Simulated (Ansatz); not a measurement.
## Random displacements in InSe

The calculation used DFT LDA, scalar-relativistic, plane waves, PAW (Ansatz 0.2.0). Settings: plane waves to 420 eV, k-mesh 12×12×12 (Γ-centred), Gaussian smearing 0.03 eV. No spin polarisation. Energies are free energies at this smearing, counted from the undisturbed cell; pressure is positive in compression.

The undisturbed cell (as given, not relaxed at this level):

```
In Se
1.0
     2.00000    1.15470    8.31667
    -2.00000    1.15470    8.31667
     0.00000   -2.30940    8.31667
In Se
2 2
Direct
  0.00000 0.00000 0.00000
  0.11220 0.11220 0.11220
  0.61550 0.61550 0.61550
  0.83000 0.83000 0.83000
```

The cell holds layers and no dispersion correction was added, so their binding is poorly described.

After a displacement of all atoms with no net shift and a strain of the cell, the run gives ΔE = 73.8 meV/atom; stress (xx, yy, zz, yz, xz, xy; compression positive) (-2.45, 2.75, -1.67, 0.97, -0.17, 1.44) GPa; gap on the mesh 0.07 eV.

| atom | Fx (eV/Å) | Fy | Fz |
| --- | --- | --- | --- |
| In1 | -0.465 | 1.293 | 1.133 |
| In2 | -0.423 | 0.550 | -0.909 |
| Se3 | 0.468 | -1.260 | -0.544 |
| Se4 | 0.420 | -0.582 | 0.319 |

Task: Which displacements (Å, in the unstrained cell) and strain were applied?

Result:
| atom | ux | uy | uz |
| --- | --- | --- | --- |
| In1 | 0.08 | -0.11 | -0.05 |
| In2 | 0.05 | -0.02 | 0.05 |
| Se3 | -0.08 | 0.08 | 0.01 |
| Se4 | -0.05 | 0.05 | -0.02 |
Strain (Voigt, engineering shear): (0.0193, -0.0012, 0.0024, 0.0052, 0.0053, -0.0031).